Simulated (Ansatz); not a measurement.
input.yaml (Ansatz)

```yaml
crystal:
  lattice:
    - [5.3122073948, 0.0, 0.0]
    - [-2.6561036974, 4.6005065541, 0.0]
    - [0.0, 0.0, 5.9038390269]
  atoms:
    - { symbol: Te, position: [0.2204697237, 0.0, 0.3333333333] }
    - { symbol: Te, position: [1.0, 0.2204697237, 0.6666666667] }
    - { symbol: Te, position: [0.7795302763, 0.7795302763, 0.0] }
hamiltonian:
  xc: blyp
  pseudopotentials:
    kind: paw
    azcp:
      Te: "pseudopotentials/Te.paw.azcp"
basis:
  ecutwfc: 420
  fft_grid_basis: typed
kpoints:
  mp_grid: { grid: [7, 7, 5], shift: [0, 0, 0] }
magnetization:
  spin_polarized: false
scf:
  occupations: { method: fermi_dirac, width: 0.05 }
output:
  stress: true
```

and its output:

```
Engine: ansatz 0.2.0, x86_64-unknown-linux-gnu
Pseudopotentials: kind: paw
Pseudopotential: Te, paw, valence charge 16, recommended cutoff 420 eV (normal) 
Functional definition: BLYP
  parameter beta = 0.0042
  parameter a = 0.04918
  parameter b = 0.132
  parameter c = 0.2533
  parameter d = 0.349
  exchange = b88_x(beta = beta)
  correlation = lyp_c(a = a, b = b, c = c, d = d)
Crystal: 3 atoms, lattice volume = 144.283 Å³
Basis set: ecut = 420 eV, 2845 PW (Γ), exchange–correlation on 72×72×80 points (8 copies of the dense FFT grid, shifted against one another)
Bands: 28, of which v1, the nominal top of the filled ones, is band 24 counted from 1 (23 counted from 0)
Symmetry: 6 space group operations
Space group: P3121 (ITA 152), of the structure as read, at distance tolerance 5.2e-5 Å
k-points: 32 of 245 (time reversal used)
Non-local potential: Te, projectors of the file, l = 0: 2, l = 1: 2, l = 2: 2, l = 3: 2
PAW form: soft (Blöchl's): semilocal exchange-correlation on the pseudo side does not see the compensation charge
PAW frozen core: Te, regenerated for the run's functional, and the local potential with it (the file was generated under x = pbe(κ = 0.804, μ = 0.2195149727645171), c = pbe(β = 0.06672455060314922))
PAW one-centre angular grid: Te, 590 points (default); XC on 64 Gauss nodes
Initial density: superposition of atomic densities (neutral atoms: chi_scale 0, normalization atom), corrected by the library's trained network
Initial wavefunctions: pseudopotential atomic-orbital guess
Functional: x = b88, c = lyp
SCF iter   1: F=—  HF=-20991.656409 eV  |F-HF|=—  |Δ(HF+E_count)|=         —  Δρ=3.09e-3  dr2=1.34e-2  ethr=1.77e-3  ⟨swp⟩=6.9  Hψ=4074  notcnv=0
SCF iter   2: F=—  HF=-20991.652782 eV  |F-HF|=—  |Δ(HF+E_count)|=   3.63e-3  Δρ=1.78e-3  dr2=4.12e-3  ethr=2.80e-5  ⟨swp⟩=2.5  Hψ=1525  notcnv=0
SCF iter   3: F=—  HF=-20991.651886 eV  |F-HF|=—  |Δ(HF+E_count)|=   8.97e-4  Δρ=4.31e-4  dr2=2.99e-4  ethr=8.58e-6  ⟨swp⟩=2.5  Hψ=1568  notcnv=0
SCF iter   4: F=—  HF=-20991.651750 eV  |F-HF|=—  |Δ(HF+E_count)|=   1.36e-4  Δρ=1.95e-4  dr2=5.81e-5  ethr=6.23e-7  ⟨swp⟩=2.0  Hψ=1533  notcnv=0
SCF iter   5: F=—  HF=-20991.651754 eV  |F-HF|=—  |Δ(HF+E_count)|=   3.78e-6  Δρ=4.24e-5  dr2=3.45e-6  ethr=1.21e-7  ⟨swp⟩=2.0  Hψ=1664  notcnv=0
SCF iter   6: F=—  HF=-20991.651755 eV  |F-HF|=—  |Δ(HF+E_count)|=   1.35e-6  Δρ=1.61e-5  dr2=6.14e-7  ethr=7.19e-9  ⟨swp⟩=2.0  Hψ=1662  notcnv=0
SCF iter   7: F=-20991.651756 eV  HF=-20991.651756 eV  |F-HF|=7.06e-8  |Δ(HF+E_count)|=   1.11e-7  Δρ=8.83e-6  dr2=9.62e-8  ethr=2.08e-10  ⟨swp⟩=3.9  Hψ=3845  notcnv=0
SCF 1 converged in 7 iterations: F = -20991.651756 eV  dr2 = 9.62e-8
SCF converged after 7 iterations
Free energy (F): -20991.651756 eV
Harris-Foulkes:  -20991.651756 eV  (|F-HF|=7.06e-8)
Internal energy: -20991.651754 eV  (E = F + TS)
E sigma→0 (E₀):  -20991.651755 eV
Entropy (-TS):   -0.000002 eV (-0.001 meV/atom)
Fermi energy:    5.102933 eV
--- Per-component energies (eV) ---
  E_band       = -964.555876
  E_kinetic    = 540.074978
  E_local      = -5048.422808  (includes V_loc(G=0)·N_el)
  E_nonlocal   = -937.036146
  E_hartree    = 2957.067186
  E_xc         = -365.193619
  E_vxc        = -301.068943  (∫ρ·V_xc dr)
  E_paw        = -14043.598321  (= ΣΔE_a)
  E_vpaw       = -1132.252347  (= ΣTr[D̂ρ^β])
  E_aug_tail   = -0.000630  (compensation charges beyond the density's cutoff)
  E_ewald      = -4094.459605
  E_core_change = -0.082790  (= ΣΔE_core)
  E_smearing   = -0.000002  (= −TS)
  E_closure    = 0.000000  (closes the sum)
  Σ components = -20991.651756   (vs F -20991.651756, Δ=0.00e0)
--- Stress (GPa, compression-positive) ---
        0.009113       0.000000       0.000000
       -0.000000       0.009113      -0.000000
        0.000000       0.000000       0.033263
  P = ⅓ Tr σ = 0.0172 GPa (0.172 kbar)
```
